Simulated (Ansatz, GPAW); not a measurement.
**One calculation of KBr, 3 ways**

```
Br K
1.0
     0.00000    3.30000    3.30000
     3.30000    0.00000    3.30000
     3.30000    3.30000    0.00000
Br K
1 1
Cartesian
  3.3000 3.3000 3.3000
  0.0000 0.0000 0.0000
```

Alike in all runs: task band structure; functional BLYP; k mesh 7 × 7 × 7; occupations fermi-dirac, width 0.05 eV; no spin polarisation; no spin-orbit coupling. Pressure is positive in compression and, in plane waves, holds the error of the finite cutoff, which Ansatz's Pulay term estimates and takes out. Gaps are the smaller of the mesh's and the band path's.

```tsv
program and potentials	plane-wave cutoff (eV)	notes	band gap (eV)	pressure (GPa)
Ansatz, Ansatz PAW	420	potentials made for PBE, which Ansatz adapts in part	4.44	1.47
GPAW, PAW data sets generated for this functional	600	-	4.44	1.44
Ansatz, all-electron LAPW, scalar-relativistic	-	-	4.44	1.47
```

All agree on the band gap. The pressure spans 1.44 (GPAW, PAW data sets generated for this functional) to 1.47 GPa (Ansatz, all-electron LAPW, scalar-relativistic), with all-electron results at 1.47. Some sets were made for another functional than the one run, which can shift their rows. Spin-orbit coupling, left out here, moves the band edges of heavy atoms.

The functional is the same throughout but for its coding, so the spread measures potentials, basis and numerics; runs on potential files found faulty are left out.
